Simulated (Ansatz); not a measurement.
**O vacancy in HfO2**

Level of theory: PBEsol, collinear spin, scalar-relativistic; Ansatz, plane waves to 420 eV (PAW set soft_2), k-mesh 2×2×2 shifted by half a step.

The relaxed host crystal (Kohn–Sham gap 3.97 eV over the whole zone):

```xyz
12
Lattice="5.0957 0.0000 -0.0019 0.0000 5.1771 0.0000 -0.8784 0.0000 5.1969" Properties=species:S:1:pos:R:3 pbc="T T T"
Hf    0.7902    2.3662    3.6798
Hf    2.9879    4.9547    4.1136
Hf    3.4271    2.8109    1.5152
Hf    1.2294    0.2224    1.0814
O     1.4176    3.8404    5.0921
O     2.3605    1.2519    2.7014
O     2.7996    1.3366    0.1029
O     1.8568    3.9252    2.4936
O     0.0636    1.7464    1.7714
O     4.5929    4.3350    0.8252
O     4.1537    3.4306    3.4236
O    -0.3756    0.8421    4.3698
```

Supercell of 24 atoms, rows of the matrix [[1,0,1],[-1,1,0],[-1,-1,0]] times the cell vectors; O vacancy at (0.447, 0.742, 0.980) in fractions of the cell above. Atoms are relaxed at the host's cell, from a start shaken by 0.03 Å near the defect; charged cells sit in a uniform background.

The defect was relaxed in the charges +2, +1, 0. Distances from the empty O site (Å), by shell of the perfect crystal:

| shell | perfect crystal | state A | state B | state C |
| --- | --- | --- | --- | --- |
| 2 Hf | 2.15 (2.14 to 2.16) | 2.19 (2.14 to 2.24) | 2.14 (2.12 to 2.15) | 2.27 (2.19 to 2.35) |
| 2 Hf | 2.23 | 2.29 | 2.23 | 2.34 (2.33 to 2.35) |
| 2 O | 2.54 (2.53 to 2.56) | 2.44 | 2.51 | 2.29 (2.28 to 2.30) |

| state | moment of the cell (μB) | gap of the cell on the mesh (eV) | carriers |
| --- | --- | --- | --- |
| A | 1.00 | 0.98 | none in the bands |
| B | 0.00 | 1.56 | none in the bands |
| C | 0.00 | 2.94 | none in the bands |

On this mesh the host's own supercell has a gap of 4.31 eV.

**Question.** Which state has which charge?

**Answer.** A has charge +1; B has charge 0; C has charge +2.

Formation energy of the neutral defect: 6.39 eV, taking atoms from and to the elements' standard states (no corrections for gases), so it belongs to those chemical potentials alone.

Relaxed cell at charge +2:

```
HfO2 V_O charge 2
1.0
     4.2173    0.0000    5.1950
    -5.0957    5.1771    0.0019
    -5.0957   -5.1771    0.0019
Hf O
8 15
Direct
  0.6967 0.9327 0.4805
  0.7058 0.4441 0.9887
  0.7766 0.0015 0.0265
  0.7933 0.5106 0.5546
  0.2908 0.5521 0.0133
  0.3176 0.0596 0.5226
  0.2172 0.5023 0.4453
  0.2099 0.9899 0.9477
  0.9815 0.6391 0.8947
  0.5216 0.6036 0.3632
  0.5142 0.1027 0.8609
  0.0145 0.3546 0.1119
  0.0224 0.8991 0.5883
  0.5023 0.9130 0.1512
  0.4567 0.3823 0.6272
  0.3531 0.8069 0.4718
  0.3370 0.3005 0.9718
  0.1636 0.5410 0.6963
  0.1417 0.0460 0.2102
  0.6525 0.6922 0.0333
  0.6767 0.1993 0.5382
  0.8307 0.9439 0.7959
  0.8473 0.4678 0.3071
```

Caveats: at charge +2: net starting moment lost; at charge 0: net starting moment lost; semilocal functionals make gaps too small, which shifts levels too; small supercell, so energies and levels can be off by tenths of an eV; one random start near the defect, so other minima are possible.

The distances follow the charge in the vacancy. With two electrons in the neutral state, the Hf neighbours stay close to their host positions. Removing these electrons one at a time moves both Hf shells outward and the listed O neighbours inward, to 2.29 Å at +2. The trapped electrons, held in a state built largely from Hf 5d orbitals pointing into the empty site, screen the cations from one another and bind them weakly. Without them, the vacancy's effective positive charge repels Hf and attracts O.

The moment of 1.00 μB at +1 fits a single unpaired electron in this state. The cell gaps do not follow the charge monotonically, probably because they measure different excitations: from the filled defect level to the conduction band in the neutral cell, between spin-split defect levels at +1, and from the valence band to the empty defect level at +2. They therefore shouldn't be read as the movement of one level. Whether +1 is ever the favoured charge, or disproportionates into 0 and +2, remains open without the charged formation energies.
